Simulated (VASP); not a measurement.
SiC (Moissanite 6H):

```
Si C
1.0
     3.07983    0.00000    0.00000
    -1.53992    2.66722    0.00000
     0.00000    0.00000   15.11167
Si C
6 6
Direct
  0.00000 0.00000 0.12504
  0.00000 0.00000 0.62504
  0.33333 0.66667 0.29182
  0.66667 0.33333 0.79182
  0.33333 0.66667 0.95831
  0.66667 0.33333 0.45831
  0.00000 0.00000 0.99969
  0.00000 0.00000 0.49969
  0.33333 0.66667 0.16683
  0.66667 0.33333 0.66683
  0.33333 0.66667 0.83332
  0.66667 0.33333 0.33332
```

Program: VASP 6.6.1. Alike in all runs: task band structure; potentials or basis VASP PAW PBE potentials, release 64 (Si, C); no spin polarisation; cell as given; k mesh 12 × 12 × 2; cutoff (eV) 520; smearing gaussian 0.03 eV.

Order these runs on this cell by their band gap on the k mesh, lowest first.
A. level r2SCAN
B. level TB-mBJ
C. level PBE

C (2.03 eV), A (2.40 eV), B (2.96 eV).

